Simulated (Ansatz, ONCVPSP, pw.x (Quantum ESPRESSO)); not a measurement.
**What a changed setting does to a pw.x run (bcc Zr)**

Potential: optimised norm-conserving Vanderbilt (ONCV), ONCVPSP 4.0.1.1 (patched build), PBEsol; core [Ar] 3d10, reference 4s2 4p6 4d2 5s1.75 5p0.25; waves: 4s+5s: rc 2.12 bohr, ncon 3, nbas 6, qcut 5.4 1/bohr, 2 projectors; 4p+5p: rc 2.20 bohr, ncon 3, nbas 8, qcut 5.8 1/bohr, 2 projectors; 4d: rc 2.60 bohr, ncon 4, nbas 8, qcut 6.8 1/bohr, 2 projectors, debl 3.9 Ha; local part: polynomial inside 1.45 bohr (lpopt 5, dvloc0 6 Ha); core correction: none.

The reference run (k-mesh 13³, cutoffs 40/160 Ry, Fermi–Dirac 0.01 Ry, mixing_beta 0.4, conv_thr 1e-9, no spin) gives -0.59 GPa at 22.176 Å³/atom, where all-electron LAPW gives -0.86 GPa. This run, with its own iteration cap, changes k-mesh points per axis to 6.

```
&control
  calculation='scf', prefix='x', pseudo_dir='./', outdir='./tmp', tstress=.true., disk_io='none'
/
&system
  ibrav=0, nat=1, ntyp=1, ecutwfc=40, ecutrho=160, nbnd=14,
  occupations='smearing', smearing='fd', degauss=0.01
/
&electrons
  conv_thr=1e-09, mixing_beta=0.4, electron_maxstep=50
/
ATOMIC_SPECIES
Zr 1.0 Zr.UPF
CELL_PARAMETERS angstrom
  -1.76986880 1.76986880 1.76986880
  1.76986880 -1.76986880 1.76986880
  1.76986880 1.76986880 -1.76986880
ATOMIC_POSITIONS crystal
Zr 0.0000 0.0000 0.0000
K_POINTS automatic
6 6 6 0 0 0
```

```bash
pw.x < Zr.scf.in > Zr.scf.out
```

**Question.** How does the run end?

**Answer.** It converges in 8 iterations; the free energy moves by +7.1 meV/atom and the pressure by -0.56 GPa.

```
Message from routine setup:
     using ibrav=0 with symmetry is DISCOURAGED, use correct ibrav instead
     lattice parameter (alat)  =       5.7930  a.u.
     unit-cell volume          =     149.6511 (a.u.)^3
     number of electrons       =        12.00
     number of Kohn-Sham states=           14
     kinetic-energy cutoff     =      40.0000  Ry
     charge density cutoff     =     160.0000  Ry
     scf convergence threshold =      1.0E-09
     Exchange-correlation= PBESOL
     number of k points=    16  Fermi-Dirac smearing, width (Ry)=  0.0100
     iteration #  1     ecut=    40.00 Ry     beta= 0.40
     total energy              =     -95.18418995 Ry
     estimated scf accuracy    <       0.01676245 Ry
     iteration #  2     ecut=    40.00 Ry     beta= 0.40
     total energy              =     -95.18467457 Ry
     estimated scf accuracy    <       0.00185073 Ry
     iteration #  3     ecut=    40.00 Ry     beta= 0.40
     total energy              =     -95.18500276 Ry
     estimated scf accuracy    <       0.00006384 Ry
     iteration #  4     ecut=    40.00 Ry     beta= 0.40
     total energy              =     -95.18500682 Ry
     estimated scf accuracy    <       0.00000440 Ry
     iteration #  5     ecut=    40.00 Ry     beta= 0.40
     total energy              =     -95.18500533 Ry
     estimated scf accuracy    <       0.00000224 Ry
     iteration #  6     ecut=    40.00 Ry     beta= 0.40
     total energy              =     -95.18500585 Ry
     estimated scf accuracy    <       0.00000005 Ry
     iteration #  7     ecut=    40.00 Ry     beta= 0.40
     total energy              =     -95.18500585 Ry
     estimated scf accuracy    <          4.5E-09 Ry
     iteration #  8     ecut=    40.00 Ry     beta= 0.40
     the Fermi energy is    14.3536 ev
!    total energy              =     -95.18500585 Ry
     estimated scf accuracy    <          4.7E-11 Ry
     smearing contrib. (-TS)   =      -0.00760814 Ry
     The total energy is F=E-TS. E is the sum of the following terms:
     one-electron contribution =     -19.08010083 Ry
     hartree contribution      =      14.00816249 Ry
     xc contribution           =     -11.76204917 Ry
     ewald contribution        =     -78.34341019 Ry
     convergence has been achieved in   8 iterations
          total   stress  (Ry/bohr**3)                   (kbar)     P=      -11.50
     Message from routine punch:
     Nothing written, as per user request (disk_io='none')
```

The run took about 1.8 s on one core of a shared host (AMD EPYC 9R45 96-Core Processor, 96 threads, 376 GiB, load 49).
